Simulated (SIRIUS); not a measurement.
The system is MgB2.

```
CELL_PARAMETERS angstrom
3.08500 0.00000 0.00000
-1.54250 2.67169 0.00000
0.00000 0.00000 3.52300
ATOMIC_POSITIONS crystal
Mg 0.00000 0.00000 0.00000
B 0.66667 0.33333 0.50000
B 0.33333 0.66667 0.50000
```

Base run:

* Program: SIRIUS 7.12.0
* Functional: revPBE
* Potentials or basis: PseudoDojo 0.4.1 PBE standard (scalar relativistic)
* Cutoff: 1152 eV
* Density cutoff: 4606 eV
* k mesh: 8 × 8 × 7
* Occupations: fermi-dirac, width 0.05 eV
* Spin: no spin polarisation

Its results: band gap on the k mesh none (metal or under the smearing width); pressure 0.6 GPa.

Question: The run is repeated on the same cell with these changes: functional from revPBE to PW91; libxc names from ["XC_GGA_X_PBE_R", "XC_GGA_C_PBE"] to ["XC_GGA_X_PW91", "XC_GGA_C_PW91"]. What comes out?

Answer: Band gap on the k mesh none (metal or under the smearing width); pressure -0.6 GPa.

Caveats: the potentials were made for another functional, which shifts forces and pressure.

Not every run made on this cell is shown here.
